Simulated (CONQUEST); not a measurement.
SnSe:

```xyz
8
Lattice="4.1900 0.0000 0.0000 0.0000 4.4600 0.0000 0.0000 0.0000 11.4200" Properties=species:S:1:pos:R:3 pbc="T T T"
Sn    3.1425    4.0541   10.0153
Sn    1.0475    1.8241    7.1147
Sn    3.1425    2.6359    4.3053
Sn    1.0475    0.4059    1.4047
Se    3.1425    4.3886    7.3431
Se    1.0475    2.1586    9.7869
Se    3.1425    2.3014    1.6331
Se    1.0475    0.0714    4.0769
```

Base run:

* Program: CONQUEST 1.3
* Functional: PBE
* Potentials or basis: PseudoDojo NC PBE, SZP, grid cutoff 120 Ha
* k mesh: 4 × 4 × 2
* Occupations: fermi-dirac, width 0.05 eV
* Spin: no spin polarisation

Its results: band gap on the k mesh 1.05 eV, indirect (least direct gap 1.28 eV); pressure 4.9 GPa; largest force 0.720 eV/Å.

**Question.** The run is repeated on the same cell with these changes: k mesh from 4 × 4 × 2 to 5 × 5 × 2. What comes out?

**Answer.** Band gap on the k mesh 0.84 eV, indirect (least direct gap 1.14 eV); pressure 4.9 GPa; largest force 0.741 eV/Å.

Caveats: the atomic basis is small; spin-orbit coupling is left out, which moves the levels of the heavy elements; the basis of atomic orbitals isn't converged, which shifts pressures, moduli and gaps; an odd mesh through Γ misses points on the zone boundary, where band edges often lie (some runs).
